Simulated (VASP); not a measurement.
## CdSe: single point with PBEsol

Slab: CdSe, a slab with vacuum.

```
Cd Se
1.0
     4.30799    0.00000    0.00000
     0.00000    6.09242    0.00000
     0.00000    0.00000   25.76998
Cd Se
6 6
Cartesian
  2.1540 2.6926 8.0442
  0.0000 0.1058 9.4972
  2.1540 3.1411 11.8981
  0.0000 0.0949 13.8718
  2.1540 3.1520 16.2728
  0.0000 5.7389 17.7258
  0.0000 1.4934 7.2837
  2.1540 4.6712 9.7173
  0.0000 1.6037 11.7259
  2.1540 4.6499 14.0440
  0.0000 1.6250 16.0527
  2.1540 4.5396 18.4863
```

| Item | Value |
| --- | --- |
| Program | VASP 6.6.1 |
| Task | single point |
| Functional | PBEsol |
| Potentials or basis | VASP PAW PBE potentials, release 64 (Cd, Se) |
| Cutoff | 520 eV |
| k mesh | 6 × 5 × 1 |
| Occupations | gaussian, width 0.03 eV |
| Spin | no spin polarisation |
| Dipole correction | yes |
| Further INCAR settings | ALGO = Normal; EDIFF = 1e-06; NBANDS = 66 |

- Largest force: 0.012 eV/Å
- Band gap on the k mesh: 1.11 eV, direct
- Ionisation potential of the upper face: 5.69 eV

Forces in eV/Å, atoms in the order of the input:
```
Cd   0.000  0.007  0.002
Cd   0.000 -0.009  0.008
Cd   0.000 -0.009 -0.003
Cd   0.000 -0.009  0.003
Cd   0.000 -0.009 -0.008
Cd   0.000  0.007 -0.002
Se   0.000  0.011  0.005
Se   0.000 -0.003  0.011
Se   0.000  0.003  0.010
Se   0.000  0.003 -0.010
Se   0.000 -0.003 -0.011
Se   0.000  0.011 -0.005
```

Levels at points of the mesh, in eV from the valence-band top:
| k point | band 51 | band 52 | band 53 | band 54 | band 55 | band 56 | band 57 | band 58 |
| --- | --- | --- | --- | --- | --- | --- | --- | --- |
| (0.00, 0.00, 0.00) | -0.29 | -0.21 | -0.11 | 0.00 | 1.11 | 2.01 | 2.88 | 3.06 |
| (0.50, 0.00, 0.00) | -1.22 | -1.22 | -0.84 | -0.84 | 2.65 | 2.65 | 3.64 | 3.64 |

Core levels (eV, on the scale of the bands):
```csv
atom,levels
1 Cd,"1s -26518.1, 2s -3935.3, 2p -3530.5, 3s -732.1, 3p -599.4, 3d -391.9, 4s -104.2, 4p -65.3"
2 Cd,"1s -26518.0, 2s -3935.1, 2p -3530.4, 3s -732.0, 3p -599.3, 3d -391.7, 4s -104.1, 4p -65.1"
3 Cd,"1s -26518.0, 2s -3935.2, 2p -3530.4, 3s -732.0, 3p -599.3, 3d -391.7, 4s -104.1, 4p -65.2"
4 Cd,"1s -26518.0, 2s -3935.2, 2p -3530.4, 3s -732.0, 3p -599.3, 3d -391.7, 4s -104.1, 4p -65.2"
5 Cd,"1s -26518.0, 2s -3935.1, 2p -3530.4, 3s -732.0, 3p -599.3, 3d -391.7, 4s -104.1, 4p -65.1"
6 Cd,"1s -26518.1, 2s -3935.3, 2p -3530.5, 3s -732.1, 3p -599.4, 3d -391.9, 4s -104.2, 4p -65.3"
```

Run time: 2.7 min on 4 MPI ranks on AMD EPYC 9R14 (Zen 4), with other jobs on the host, peak memory 0.36 GiB a rank.

Caveat: the PAW data sets were made with another functional, which shifts forces and pressure a little.
